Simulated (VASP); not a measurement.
Crystal: Al.

```xyz
1
Lattice="1.2069 -2.2533 0.0000 1.2069 2.2533 0.0000 0.0000 0.0000 3.5188" Properties=species:S:1:pos:R:3 pbc="T T T"
Al    0.0000    0.0000    0.0000
```

The cell was built by a generator and needn't be a form met in nature.

* Program: VASP 6.6.1
* Task: relaxation of cell and atoms
* Functional: PBE
* Potentials or basis: VASP PAW PBE potentials, release 64 (Al)
* Cutoff: 600 eV
* k mesh: 8 × 8 × 6
* Occupations: gaussian, width 0.1 eV
* Spin: no spin polarisation

At the start: pressure 14.3 GPa; volume 19.14 Å³/atom.

Task: How do energy, volume and symmetry change on relaxing?

Result: Over 10 steps the energy falls by 460.5 meV/atom and the volume is 18.89 Å³/atom (-1.3 %); space group P6/mmm (No. 191, to 0.05 Å).

Step by step:
```
step  energy change (eV)  largest force (eV/Å)  pressure (GPa)  volume (Å³)
   1              0.0000                0.0000           14.29        19.14
   2             -0.2857                0.0000           -7.18        23.96
   3             -0.3082                0.0000           -4.44        22.57
   4             -0.3955                0.0000           -3.63        21.12
   5             -0.4435                0.0000           -2.66        20.02
   6             -0.3941                0.0000            4.42        17.78
   7             -0.4580                0.0000           -1.52        19.37
   8             -0.4594                0.0000           -0.94        19.13
   9             -0.4603                0.0000            0.39        18.78
  10             -0.4605                0.0000           -0.06        18.89
```

Final structure:
```
Al
1.0
     1.38930   -2.38899    0.00000
     1.38930    2.38899    0.00000
     0.00000    0.00000    2.84598
Al
1
Direct
  0.00000 0.00000 0.00000
```

Caveat: the k mesh is coarse (spacing up to 0.37 Å⁻¹), so the values aren't converged.
